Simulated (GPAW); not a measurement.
Crystal: KI.

```
I K
1.0
     0.00000    3.53277    3.53277
     3.53277    0.00000    3.53277
     3.53277    3.53277    0.00000
I K
1 1
Direct
  0.50000 0.50000 0.50000
  0.00000 0.00000 0.00000
```

```yaml
Program: GPAW 26.7.0
Task: relaxation of cell and atoms
Functional: revPBE
Potentials_or_basis: the program's PAW data sets (release 1.2.1) made for this functional
Cutoff: 600 eV
Basis: pw
k_mesh: 7 × 7 × 7
Occupations: fermi-dirac, width 0.05 eV
Spin: no spin polarisation
```

At the start: pressure 1.5 GPa; volume 44.09 Å³/atom.

Problem. Where does the relaxation end?

Solution. Over 4 steps the energy falls by 26.6 meV/atom and the volume is 50.28 Å³/atom (+14.0 %); space group Fm-3m (No. 225, to 0.05 Å).

The path:
| step | energy change (eV) | largest force (eV/Å) | pressure (GPa) | volume (Å³) |
| --- | --- | --- | --- | --- |
| 1 | 0.0000 | 0.0000 | 1.52 | 88.18 |
| 2 | -0.0072 | 0.0000 | 1.39 | 88.97 |
| 3 | -0.0523 | 0.0000 | 0.17 | 98.93 |
| 4 | -0.0533 | 0.0000 | 0.02 | 100.56 |

Final structure:
```
I K
1.0
     0.00000    3.69085    3.69085
     3.69085    0.00000    3.69085
     3.69085    3.69085    0.00000
I K
1 1
Direct
  0.50000 0.50000 0.50000
  0.00000 0.00000 0.00000
```

Caveat: later steps reuse the first step's grids.
